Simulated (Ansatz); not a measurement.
The following input was run with Ansatz 0.2.0.

```yaml
crystal:
  lattice:
    - [11.7114570026, 0.0, 0.0]
    - [0.0, 4.2308917461, 0.0]
    - [0.0, 0.0, 4.489969744]
  atoms:
    - { symbol: Sn, position: [0.1192214693, 0.25, 0.1032563904] }
    - { symbol: Sn, position: [0.3807785307, 0.75, 0.6032563904] }
    - { symbol: Sn, position: [0.6192214693, 0.25, 0.3967436096] }
    - { symbol: Sn, position: [0.8807785307, 0.75, 0.8967436096] }
    - { symbol: Se, position: [0.3564624799, 0.25, 0.0238289213] }
    - { symbol: Se, position: [0.1435375201, 0.75, 0.5238289213] }
    - { symbol: Se, position: [0.8564624799, 0.25, 0.4761710787] }
    - { symbol: Se, position: [0.6435375201, 0.75, 0.9761710787] }
basis:
  ecutwfc: 420
kpoints:
  mp_grid: { grid: [4, 8, 8] }
hamiltonian:
  xc: pbe
  dispersion: d3bj
scf:
  occupations: { method: gaussian, width: 0.02 }
output:
  forces: true
  stress: true
  eigenvalues: true
relax:
  adjacent_minimum: "off"
  f_tol: 0.01
  max_steps: 30
  cell: { stress_tol: 0.1, fix: [volume] }
```

Command:
```bash
ansatz run input.yaml --threads 2 --pin off --max-ram 5120MiB --backend cpu --events-out ev --progress --plain --runs-dir out
```

Level of theory: DFT PBE+D3(BJ), scalar-relativistic, plane waves, PAW (Ansatz).

From the run's log, abridged (final results; tables in files aren't shown):

```
SCF 6 converged in 6 iterations: F = -45979.453247 eV  dr2 = 1.63e-12
SCF converged after 6 iterations
Free energy (F): -45979.453247 eV
Harris-Foulkes:  -45979.453247 eV  (|F-HF|=1.46e-11)
Internal energy: -45979.453247 eV  (E = F + TS)
E sigma→0 (E₀):  -45979.453247 eV
Fermi energy:    8.730740 eV
--- Per-component energies (eV) ---
  E_band       = -1941.333419
  E_kinetic    = 1213.532808
  E_local      = -13582.064084  (includes V_loc(G=0)·N_el)
  E_nonlocal   = -2513.968241
  E_hartree    = 7123.180814
  E_xc         = -1948.716547
  E_vxc        = -777.555828  (∫ρ·V_xc dr)
  E_paw        = -24179.585244  (= ΣΔE_a)
  E_vpaw       = -527.637395  (= ΣTr[D̂ρ^β])
  E_aug_tail   = -0.002350  (compensation charges beyond the density's cutoff)
  E_ewald      = -12089.044570
  E_disp       = -2.785833  (pairwise vdW)
  E_smearing   =  0.000000  (= −TS)
--- Forces (eV/Å), atoms counted from 1 ---
  atom   1  Sn     0.00180131     0.00000000     0.00174784
  atom   2  Sn    -0.00180131     0.00000000     0.00174784
  atom   3  Sn     0.00180131     0.00000000    -0.00174784
  atom   4  Sn    -0.00180131     0.00000000    -0.00174784
  atom   5  Se     0.00197583     0.00000000    -0.00215796
  atom   6  Se    -0.00197583     0.00000000    -0.00215796
  atom   7  Se     0.00197583     0.00000000     0.00215796
  atom   8  Se    -0.00197583     0.00000000     0.00215796
--- Stress (GPa, compression-positive) ---
       -1.395425       0.000000       0.000000
        0.000000      -1.399550       0.000000
        0.000000       0.000000      -1.404351
  P = ⅓ Tr σ = -1.3998 GPa (-13.998 kbar)
--- Band table (eV; the first three rows and the last of 75) ---
  k-point 0: bands = ["-38.8805", "-38.8805", "-38.8805", "-38.8804", "-38.8793", "-38.8793", "-38.8792", "-38.8792", "-38.8584", "-38.8583", "-38.8583", "-38.8582", "-38.8560", "-38.8559", "-38.8559", "-38.8558", "-38.8490", "-38.8490", "-38.8489", "-38.8488", "-12.8978", "-12.8885", "-12.8854", "-12.8819", "-12.8819", "-12.8788", "-12.8778", "-12.8752", "-12.8669", "-12.8650", "-12.8627", "-12.8564", "-12.8533", "-12.8510", "-12.8349", "-12.8332", "-12.8271", "-12.8262", "-12.8244", "-12.8173", "-5.1292", "-4.8320", "-4.1747", "-3.7651", "1.3893", "2.3384", "2.9908", "3.3803", "3.7501", "5.2352", "5.2780", "5.2818", "5.6181", "5.7162", "6.3111", "6.6275", "6.9099", "7.2613", "7.7531", "7.9 ...
  k-point 1: bands = ["-38.8805", "-38.8805", "-38.8805", "-38.8804", "-38.8793", "-38.8793", "-38.8792", "-38.8792", "-38.8584", "-38.8583", "-38.8583", "-38.8582", "-38.8560", "-38.8559", "-38.8559", "-38.8558", "-38.8490", "-38.8490", "-38.8489", "-38.8488", "-12.8971", "-12.8880", "-12.8855", "-12.8825", "-12.8818", "-12.8796", "-12.8780", "-12.8755", "-12.8658", "-12.8634", "-12.8625", "-12.8566", "-12.8529", "-12.8510", "-12.8352", "-12.8327", "-12.8276", "-12.8265", "-12.8241", "-12.8176", "-5.0695", "-4.7770", "-4.1683", "-3.7785", "1.1804", "2.2078", "2.6111", "3.1668", "3.7756", "5.2731", "5.3714", "5.6495", "5.8011", "5.9933", "6.3696", "6.7539", "6.9413", "7.5381", "7.5743", "7.9 ...
  k-point 2: bands = ["-38.8805", "-38.8805", "-38.8805", "-38.8805", "-38.8793", "-38.8793", "-38.8792", "-38.8792", "-38.8583", "-38.8583", "-38.8582", "-38.8582", "-38.8560", "-38.8559", "-38.8559", "-38.8558", "-38.8490", "-38.8490", "-38.8489", "-38.8488", "-12.8951", "-12.8868", "-12.8861", "-12.8838", "-12.8817", "-12.8817", "-12.8785", "-12.8764", "-12.8625", "-12.8619", "-12.8596", "-12.8573", "-12.8524", "-12.8508", "-12.8352", "-12.8317", "-12.8291", "-12.8273", "-12.8233", "-12.8183", "-4.9017", "-4.6219", "-4.1728", "-3.8327", "0.7964", "1.8341", "1.9318", "2.6999", "3.9862", "5.5569", "5.6370", "6.0407", "6.2057", "6.4608", "6.5036", "6.9928", "7.2752", "7.3518", "7.8738", "8.1 ...
  k-point 74: bands = ["-38.8805", "-38.8805", "-38.8805", "-38.8805", "-38.8791", "-38.8791", "-38.8791", "-38.8791", "-38.8582", "-38.8582", "-38.8582", "-38.8582", "-38.8559", "-38.8559", "-38.8559", "-38.8559", "-38.8489", "-38.8489", "-38.8489", "-38.8489", "-12.8985", "-12.8985", "-12.8985", "-12.8985", "-12.8719", "-12.8719", "-12.8719", "-12.8719", "-12.8599", "-12.8599", "-12.8599", "-12.8599", "-12.8417", "-12.8417", "-12.8417", "-12.8417", "-12.8213", "-12.8213", "-12.8213", "-12.8213", "-3.9321", "-3.9321", "-3.9321", "-3.9321", "1.8068", "1.8068", "1.8068", "1.8068", "4.0468", "4.0468", "4.0468", "4.0468", "4.8791", "4.8791", "4.8791", "4.8791", "6.9303", "6.9303", "6.9303", "6. ...
--- Relaxed structure (5 steps of the walk, 5 accepted, 1 SCFs on fresh bases) ---
  F+E_penalty+E_count = -45979.45324678 eV   max|allowed force component| = 2.158e-3 eV/Å   (the final SCF, on the basis selected at the relaxed cell)
  cell:  # Å, volume = 222.4776 Å³
    - [11.70962584, 0.0, 0.0]
    - [0.0, 4.19659119, 0.0]
    - [0.0, 0.0, 4.52737608]
  atoms:
    - { symbol: Sn, position: [0.12021322, 0.24999999, 0.11317641] }
    - { symbol: Sn, position: [0.37978677, 0.74999999, 0.61317641] }
    - { symbol: Sn, position: [0.62021322, 0.24999999, 0.38682358] }
    - { symbol: Sn, position: [0.87978677, 0.74999999, 0.88682358] }
    - { symbol: Se, position: [0.35524511, 0.24999999, 0.02414651] }
    - { symbol: Se, position: [0.14475488, 0.74999999, 0.52414651] }
    - { symbol: Se, position: [0.85524511, 0.24999999, 0.47585348] }
    - { symbol: Se, position: [0.64475488, 0.74999999, 0.97585348] }
```

The relaxation met its thresholds.

The run took 57 s on 2 threads of AMD EPYC 9R45 96-Core Processor (Zen 5) (shared host), peak memory 1.1 GiB.